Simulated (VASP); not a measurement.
Write the native input for VASP 6.6.1 that does the following.

```yaml
Task: single point
Functional: r2SCAN
Potentials_or_basis: VASP PAW PBE potentials, release 64 (Na_pv, H)
Cutoff: 520 eV
k_mesh: 8 × 8 × 8
Occupations: gaussian, width 0.01 eV
Spin: no spin polarisation
Dipole_correction: no
Further_INCAR_settings: ALGO = Normal; EDIFF = 1e-06; NBANDS = 11
```

The system is NaH.

```
CELL_PARAMETERS angstrom
0.02000 2.59692 2.59692
2.59692 0.02000 2.59692
2.61692 2.61692 0.00000
ATOMIC_POSITIONS crystal
Na 0.00149 0.00149 0.99851
H 0.24851 0.24851 0.25149
```

The cell was built by a generator and needn't be a form met in nature.

The cell isn't the ideal one: shear_xy strain +1.5%.

The input as run:

POSCAR

```
NaH
1.0
    0.0199962922      2.5969210614      2.5969210614
    2.5969210614      0.0199962922      2.5969210614
    2.6169173536      2.6169173536      0.0000000000
Na H
1 1
Direct
    0.0014929924      0.0014929924     -0.0014929924
    0.2485070076      0.2485070076      0.2514929924
```

INCAR.step1

```
ALGO = Normal
EDIFF = 1E-4
ENCUT = 520
GGA = PE
ISMEAR = 0
LASPH = True
LCHARG = False
LREAL = False
LWAVE = True
NBANDS = 11
NELM = 100
PREC = Accurate
SIGMA = 0.01
```

INCAR.step2

```
ALGO = Normal
EDIFF = 1E-6
ENCUT = 520
ISIF = 2
ISMEAR = 0
ISTART = 1
LASPH = True
LCHARG = False
LMIXTAU = True
LREAL = False
LWAVE = False
METAGGA = R2SCAN
NBANDS = 11
NELM = 100
PREC = Accurate
SIGMA = 0.01
```

KPOINTS

```
k-points
0
Gamma
  8 8 8
```

Potentials or basis: VASP PAW PBE potentials, release 64 (Na_pv, H).

Run with:

```bash
$ cat potpaw_PBE.64/Na_pv/POTCAR potpaw_PBE.64/H/POTCAR > POTCAR
$ cp INCAR.step1 INCAR
$ mpirun -np 1 vasp_std > vasp.out
$ cp INCAR.step2 INCAR
$ mpirun -np 1 vasp_std > vasp.out
```

Results of the run:

```json
{
  "Pressure": "-0.2 GPa",
  "Largest force": "0.006 eV/Å",
  "Band gap on the k mesh": "4.01 eV, indirect (least direct gap 4.73 eV)"
}
```

Caveat: the PAW data sets were made with another functional, which shifts forces and pressure a little.

Wall time 47 s on 1 thread of Intel(R) Xeon(R) 6975P-C (Granite Rapids), on a shared host, peak memory 0.17 GiB.
